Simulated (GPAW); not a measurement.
# Cd (I4/mmm) in GPAW: single point with PBE

Aim: the single point of Cd with PBE.

All numbers are computed with GPAW 26.7.0; they aren't measurements. Logs are shortened: lines on timing, memory, paths and dates and some standing lists are left out, and cuts for length are marked. The log counts tension as positive stress, the text compression.

### 1 The cell of the first run

It takes space group I4/mmm (No. 139, tetragonal). The conventional cell has a = 3.569 Å, b = 3.569 Å, c = 3.640 Å, α = 90.00°, β = 90.00°, γ = 90.00°. Around Cd (site symmetry 4/mmm) lie 12 Cd at 3.11 to 3.57 Å.

This isn't the form of Cd at room conditions, which is hcp.

### 2 Single point, PBE (strain = 0.02)

Input file run.py:

```python
from ase import Atoms
from ase.dft.bandgap import bandgap
from ase.io import write
from ase.units import GPa
from gpaw import GPAW, PW

atoms = Atoms(['Cd'],
              cell=[[-1.82000844, 1.784322, 1.784322],
                    [1.82000844, -1.784322, 1.784322],
                    [1.82000844, 1.784322, -1.784322]],
              scaled_positions=[[0.0, 0.0, 0.0]],
              pbc=True)

calc = GPAW(mode=PW(600),
            xc='PBE',
            kpts={'size': (10, 10, 10), 'gamma': True},
            occupations={'name': 'fermi-dirac', 'width': 0.05},
            nbands=13,
            convergence={'density': 1e-05, 'energy': 1e-05},
            maxiter=150,
            txt='gpaw.txt')
atoms.calc = calc
energy = atoms.get_potential_energy()
forces = atoms.get_forces()
stress = atoms.get_stress()
calc.write('gs.gpw')
write('result.traj', atoms)
print(f'Energy: {energy:.6f} eV')
print('Forces (eV/A):')
print(forces.round(4))
print('Stress (GPa):', (stress / GPa).round(3))
print('Fermi level:', round(calc.get_fermi_level(), 4), 'eV')
print(f'Gap: {bandgap(calc)[0]:.4f} eV, direct: {bandgap(calc, direct=True)[0]:.4f} eV')
```

Potentials or basis: GPAW PAW data sets (gpaw-data 1.2.1), pw.

Started as:

```console
OMP_NUM_THREADS=1 python run.py
```

gpaw.txt:

```text
__  _  _
 | _ |_)|_||  |
 |__||  | ||/\| - 26.7.0

Input parameters:
  mode=PW(ecut=600.0),
  convergence={'density': 1e-05, 'energy': 1e-05},
  kpts=MonkhorstPack(size=(10, 10, 10), gamma=True),
  maxiter=150,
  nbands=13,
  occupations=Occupations(name='fermi-dirac', width=0.05),
  xc=XC(name='PBE')

Diagonalizing LCAO Hamiltonian
Converting LCAO to pw mode

       Cd

Atoms  # Å, Bohr magnetons
|   | symbol |        x |        y |        z |    initial magnetic moments |
|---|--------|----------|----------|----------|-----------------------------|
| 0 |     Cd | 0.000000 | 0.000000 | 0.000000 | ( 0.0000,  0.0000,  0.0000) |

Unit cell  # Å
| periodic |         x |         y |         z |  lengths |     angles |
|----------|-----------|-----------|-----------|----------|------------|
|      yes | -1.820008 |  1.784322 |  1.784322 | 3.111276 | 108.398027 |
|      yes |  1.820008 | -1.784322 |  1.784322 | 3.111276 | 110.010468 |
|      yes |  1.820008 |  1.784322 | -1.784322 | 3.111276 | 110.010468 |

Number of symmetries: 16
Symmetry operations  # r_c * U_cc + t_c -> r_c
|    | kind |            matrix            |
|----|------|------------------------------|
|  0 |  σ   |  1, 1, 1,  0, 0,-1,  0,-1, 0 |
|  1 |  C2  |  1, 1, 1,  0,-1, 0,  0, 0,-1 |
|  2 |  E   |  1, 0, 0,  0, 1, 0,  0, 0, 1 |
|  3 |  σ   |  1, 0, 0,  0, 0, 1,  0, 1, 0 |
|  4 |  C2  |  0, 1, 0,  1, 0, 0, -1,-1,-1 |
|  5 |  S4  |  0, 1, 0, -1,-1,-1,  1, 0, 0 |
|  6 |  S4  |  0, 0, 1,  1, 0, 0, -1,-1,-1 |
|  7 |  C2  |  0, 0, 1, -1,-1,-1,  1, 0, 0 |
|  8 |  σ   |  0, 0,-1,  1, 1, 1, -1, 0, 0 |
|  9 |  C4  |  0, 0,-1, -1, 0, 0,  1, 1, 1 |
| 10 |  C4  |  0,-1, 0,  1, 1, 1, -1, 0, 0 |
| 11 |  σ   |  0,-1, 0, -1, 0, 0,  1, 1, 1 |
| 12 |  C2  | -1, 0, 0,  0, 0,-1,  0,-1, 0 |
| 13 |  i   | -1, 0, 0,  0,-1, 0,  0, 0,-1 |
| 14 |  σ   | -1,-1,-1,  0, 1, 0,  0, 0, 1 |
| 15 |  C2  | -1,-1,-1,  0, 0, 1,  0, 1, 0 |

BZ-sampling:
  Number of BZ points: 1000
  Number of IBZ points: 102

  Monkhorst-Pack size: [10, 10, 10]
  Monkhorst-Pack shift: [0.05, 0.05, 0.05]

K-points  # in reciprocal-cell coordinates
|     |                                coordinates |     weight |
|-----|--------------------------------------------|------------|
|   0 | (  0.00000000,   0.00000000,   0.00000000) | 0.00100000 |
|   1 | (  0.10000000,  -0.10000000,  -0.10000000) | 0.00200000 |
|   2 | (  0.10000000,   0.00000000,  -0.10000000) | 0.00800000 |
|   3 | (  0.10000000,   0.00000000,   0.00000000) | 0.00400000 |
|   4 | (  0.10000000,   0.10000000,  -0.10000000) | 0.00400000 |
|   5 | (  0.20000000,  -0.20000000,  -0.20000000) | 0.00200000 |
|   6 | (  0.20000000,  -0.10000000,  -0.20000000) | 0.00800000 |
|   7 | (  0.20000000,  -0.10000000,  -0.10000000) | 0.00800000 |
|   8 | (  0.20000000,   0.00000000,  -0.20000000) | 0.00800000 |
|   9 | (  0.20000000,   0.00000000,  -0.10000000) | 0.01600000 |
| ... |                                            |            |
| 101 | (  0.50000000,   0.50000000,   0.50000000) | 0.00100000 |

Plane wave coefficients: 786
Cutoff: 600.0 eV

Spin-components: 1 (collinear spins)
Bands:           13
Projectors:      6
Spin-degeneracy: 2
Datatype:        complex128

Parallelization:
  kpt:    1
  domain: 1
  band:   1

Density:
  Valence electrons: 12.0
  Components: 1
  Grid points: [18 18 18]
  Charge: 0.0  # |e|

Potential:
  Grid points: [18 18 18]

species:
  Cd:
    name:    Cadmium
    Z:       48.0
    valence: 12
    core:    36
    charge:  0.0  # [|e|]
    compensation charges:
      type: gauss
      rc: 0.38  # [Å]
      lmax: 2
    cutoffs:
      filter: 2.12  # [Å]
      core: 2.62  # [Å]
    projectors
    | kind |    occ | energy [eV] | rcut [Å] |
    |------|--------|-------------|----------|
    |   5s |  2.000 |      -5.655 |    1.191 |
    |   5p |  0.000 |      -1.186 |    1.228 |
    |   4d | 10.000 |     -11.739 |    1.164 |
    |    s |        |      21.556 |    1.191 |
    |    p |        |      26.026 |    1.228 |
    |    d |        |      15.473 |    1.164 |

    Using partial waves for Cd as LCAO basis

Reference energy: -152173.118336  # eV

eigensolver:
  PPCG
  Converge bands: occupied
  niter=2

density mixing:
  MSR1-Mixer
  Pratt-step length: 0.05
  Maximum mixing coefficient: 0.75
  Old densities: 10
  SVD Regularization: 0.005
  Good broyden scale: 1.0
  Trust region scale: 1.0
  Backstep threshold: 4.0
  History deletion threshold: 6.0
  Fourier metric: weight=20.0, sigma=0.015

occupation numbers:
  Fermi-Dirac:
    width: 0.0500  # eV

poisson solver:
  ecut: 4800.0  # eV

xc functional:
  name: PBE with 2 nearest neighbor stencil

convergence criteria:
- Maximum integral of absolute [dens]ity change: 1e-05 electrons / valence electron
- Maximum [total energy] change in last 3 cyles: 1e-05 eV / valence electron
- Maximum integral of absolute [eigenst]ate change: 4e-08 eV^2 / valence electron
maximum number of iterations: 150

SCF iterations
|iter     | |      energy | eigst |  dens |
|---------|-|-------------|-------|-------|
|iter:   1| |   -0.917860 | -0.69 |       |
|iter:   2| |   -0.911434 | -2.78 | -1.46 |
|iter:   3| |   -0.884699 | -2.37 | -1.50 |
|iter:   4| |   -0.884355 | -3.86 | -2.00 |
|iter:   5| |   -0.884259 | -4.34 | -2.55 |
|iter:   6| |   -0.884260c| -7.31 | -4.26 |
|iter:   7| |   -0.884260c| -8.37c| -4.60 |
|iter:   8| |   -0.884260c| -9.25c| -5.82c|

Converged in 8 steps
Energy contributions relative to reference atoms: (reference = -152173.118336)

Energy contributions:
  Kinetic:           5.402331
  Coulomb:          -4.090177
  Zero:              0.102316
  External:          0.000000
  Xc:               -2.296317
  Entropy:          -0.004826
  Spinorbit:         0.000000
  ----------------------------
  Free energy:      -0.886673
  Extrapolated:     -0.884260

dipole moment: (-6.023322, -5.905217, -5.905217)  # |e|*Ang

Fermi level: 7.017
Eigenvalues  # (at kpt = [0.000, 0.000, 0.000])
| band index |      eig [eV] | occ [0-2] |
|------------|---------------|-----------|
|          0 |        -2.190 |     2.000 |
|          1 |        -2.190 |     2.000 |
|          2 |        -2.155 |     2.000 |
|          3 |        -1.620 |     2.000 |
|          4 |        -1.582 |     2.000 |
|          5 |        -1.517 |     2.000 |
|          6 |        21.444 |     0.000 |
|          7 |        21.673 |     0.000 |
|          8 |        21.673 |     0.000 |
|          9 |        22.194 |     0.000 |
|         10 |        22.516 |     0.000 |
|         11 |        22.516 |     0.000 |
|         12 |        24.956 |     0.000 |

No gap
No difference between direct/indirect transitions

Forces  # eV/Ang
|       x |       y |       z |
|---------|---------|---------|
| 0.00000 | 0.00000 | 0.00000 |  # Cd   0

Stress tensor  # eV/Ang^3
|         x |        y |        z |
|-----------|----------|----------|
| -0.006350 | 0.000000 | 0.000000 |
|  0.000000 | 0.003800 | 0.000000 |
|  0.000000 | 0.000000 | 0.003800 |

# Writing to gs.gpw (mode='')
```

Run time: 20 s. Hardware: 1 thread of Arm Neoverse V1, shared host; peak memory 0.15 GiB.

Results:

```
Free energy            : -0.8867 eV
Pressure               : -0.1 GPa
Band gap on the k mesh : none (metal or under the smearing width)
```

Caveat: the density grid can change from cell to cell, which puts small steps into energies and stress.
